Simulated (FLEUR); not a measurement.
This FLEUR MaX-R8.1 (later development tree) run on Ti needs a look.

Contents of inp.xml:

```xml
<?xml version="1.0" encoding="UTF-8" standalone="no"?>
<fleurInput fleurInputVersion="0.39">
   <comment>
      Ti                                                                                                  
   </comment>
   <calculationSetup>
      <cutoffs Kmax="3.8" Gmax="11.8" GmaxXC="11.8" numbands="all"/>
      <scfLoop itmax="50" minDistance="0.00001" maxIterBroyd="15" imix="Anderson" alpha="0.05" precondParam="0.0" spinf="2.0" sdNocoIR="T"/>
      <coreElectrons ctail="T" frcor="F" kcrel="0" coretail_lmax="0"/>
      <xcFunctional name="bh" relativisticCorrections="F"/>
      <magnetism jspins="2"/>
      <soc l_soc="T" theta="0.9553166" phi="0.7853982" spav="F"/>
      <expertModes spex="0" secvar="F"/>
      <geometryOptimization l_f="F" forcealpha="1.0" forcemix="BFGS" epsdisp="0.00001" epsforce="0.00001"/>
      <ldaU l_linMix="F" mixParam="0.05" spinf="1.0"/>
   </calculationSetup>
   <cell>
      <bzIntegration valenceElectrons="12.0" mode="hist" fermiSmearingEnergy="0.00367493">
         <kPointListSelection listName="default-1"/>
         <!-- k-points included here -->
         <xi:include xmlns:xi="http://www.w3.org/2001/XInclude" href="kpts.xml"> </xi:include>
      </bzIntegration>
      <!-- symmetry operations included here -->
      <xi:include xmlns:xi="http://www.w3.org/2001/XInclude" href="sym.xml"> </xi:include>
      <bulkLattice scale="1.0">
         <bravaisMatrix>
            <row-1>   -3.1010405704685997     3.1010405704685997     3.1010405704685997</row-1>
            <row-2>    3.1010405704685997    -3.1010405704685997     3.1010405704685997</row-2>
            <row-3>    3.1010405704685997     3.1010405704685997    -3.1010405704685997</row-3>
         </bravaisMatrix>
      </bulkLattice>
   </cell>
   <atomSpecies>
      <species name="Titanium (1.000" element="Ti" atomicNumber="22">
         <mtSphere radius="3.60" gridPoints="823" logIncrement="0.015"/>
         <atomicCutoffs lmax="10" lnonsphr="8"/>
         <electronConfig flipSpins="F">
            <coreConfig>(1s1/2) (2s1/2) (2p1/2) (2p3/2)</coreConfig>
            <valenceConfig>(3s1/2) (3p1/2) (3p3/2) (4s1/2) (3d3/2) (3d5/2)</valenceConfig>
            <stateOccupation state="(3d3/2)" spinUp="0.4" spinDown="0.4"/>
            <stateOccupation state="(3d5/2)" spinUp="1.1" spinDown="0.1"/>
         </electronConfig>
         <energyParameters s="4" p="4" d="3" f="4"/>
         <lo type="SCLO" l="0" n="3" eDeriv="0"/>
         <lo type="SCLO" l="1" n="3" eDeriv="0"/>
         <lo type="SCLO" l="1" n="3" eDeriv="1"/>
         <lo type="SCLO" l="2" n="3" eDeriv="2"/>
         <lo type="SCLO" l="3" n="4" eDeriv="2"/>
      </species>
   </atomSpecies>
   <atomGroups>
      <atomGroup species="Titanium (1.000">
         <relPos label="                   1">.0000000000 .0000000000 .0000000000</relPos>
         <force calculate="T" relaxXYZ="TTT"/>
      </atomGroup>
   </atomGroups>
   <output dos="F" band="F" slice="F">
      <checks vchk="F" cdinf="F"/>
      <bandDOS minEnergy="-.5*Htr" maxEnergy="0.5*Htr" sigma="0.015" storeEVData="T"/>
      <vacuumDOS vacdos="F" integ="F" star="F" nstars="0" locx1="0.0" locy1="0.0" locx2="0.0" locy2="0.0" nstm="0" tworkf="0.0"/>
      <unfoldingBand unfoldBand="F" supercellX="1" supercellY="1" supercellZ="1"/>
      <plotting iplot="0" polar="F">
         <plot TwoD="T" vec1="  1.0  0.0  0.0" vec2="  0.0  1.0  0.0" vec3="  0.0  0.0  1.0" zero="  0.0  0.0  0.0" file="plot"/>
      </plotting>
      <chargeDensitySlicing numkpt="0" minEigenval="0.0" maxEigenval="0.0" nnne="0" pallst="F"/>
      <specialOutput eonly="F"/>
      <moessbauerParams electricFieldGradient="T" isomerShift="T" coreHyperfine="T" valenceHyperfine="T"/>
      <magneticCircularDichroism mcd="F" energyLo="-10.0" energyUp="0.0"/>
   </output>
  <!-- We include the file relax.xml here to enable relaxations (see documentation) -->
  <xi:include xmlns:xi="http://www.w3.org/2001/XInclude" href="relax.xml"> <xi:fallback/> </xi:include>
</fleurInput>
```

crystal.txt

```
Ti
&input cartesian=F /
-1.6410000000  1.6410000000  1.6410000000
1.6410000000  -1.6410000000  1.6410000000
1.6410000000  1.6410000000  -1.6410000000
1.8897261246
1.0 1.0 1.0

1
22 0.0000000000  0.0000000000  0.0000000000 : 1.000

&soc 0.9553166 0.7853982 /
&kpt div1=7 div2=7 div3=7 gamma=T /
```

Potentials or basis: all-electron, FLAPW.

Launch:

```console
$ inpgen -f crystal.txt -profile fastHighL
$ # inp.xml edited to the form shown
$ fleur_MPI
```

Output:

```text
Welcome to FLEUR        (www.flapw.de)
      MaX-Release 8.1          (www.max-centre.eu)
**************FLEUR-Error*****************
Error message: Overlapping MT-radii of two neighbours detected.
Error occurred in subroutine: chkmt
Error from PE:0/1
*****************************************
 Last known location:
 Last timer:Initialization
 Timerstack:
 Timer:Total Run
 *****************************************
--------------------------------------------------------------------------
MPI_ABORT was invoked on rank 0 in communicator MPI_COMM_WORLD
  Errorcode: 1

NOTE: invoking MPI_ABORT causes Open MPI to kill all MPI processes.
You may or may not see output from other processes, depending on
exactly when Open MPI kills them.
--------------------------------------------------------------------------
```

**Question.** How did it end, and where is the flaw?

**Answer.** The input was rejected before any iteration. The input holds a flaw that was put in on purpose: spheres overlap.
